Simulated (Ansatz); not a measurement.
Crystal: PbS.

```xyz
2
Lattice="3.6537 0.0000 0.0000 0.0000 3.6537 0.0000 0.0000 0.0000 3.6537" Properties=species:S:1:pos:R:3 pbc="T T T"
Pb    0.0000    0.0000    0.0000
S     1.8268    1.8268    1.8268
```

Measurements of this composition are mostly on another form, of space group No. 225.

- Program: Ansatz 0.2.0
- Task: relaxation of cell and atoms
- Functional: r2SCAN
- Dispersion: D4
- Potentials or basis: Ansatz PAW
- Cutoff: 500 eV (not typed: the program's choice for these potentials)
- k mesh: 7 × 7 × 7
- Occupations: fermi-dirac, width 0.05 eV
- Spin: no spin polarisation

At the start: volume 24.39 Å³/atom.

Question: How do energy, volume and symmetry change on relaxing?

Answer: It ends after 4 steps and the volume is 23.78 Å³/atom (-2.5 %); space group Pm-3m (No. 221, to 0.05 Å).

Step by step:
```
step  energy change (eV)  largest force (eV/Å)  volume (Å³)
   1              0.0000                0.0000        48.77
   2             -0.0052                0.0000        47.10
   3             -0.0060                0.0000        47.57
   4             -0.0059                0.0000        47.57
```

Final structure:
```
Pb S
1.0
     3.62332    0.00000    0.00000
     0.00000    3.62332    0.00000
     0.00000    0.00000    3.62332
Pb S
1 1
Direct
  0.00000 0.00000 0.00000
  0.50000 0.50000 0.50000
```

Caveat: the plane-wave basis is chosen anew once the cell has moved, so the energies of steps on either side of that aren't comparable; the PAW data sets come from PBE, with cores solved anew for the run's functional, which leaves a small shift of forces and pressure.
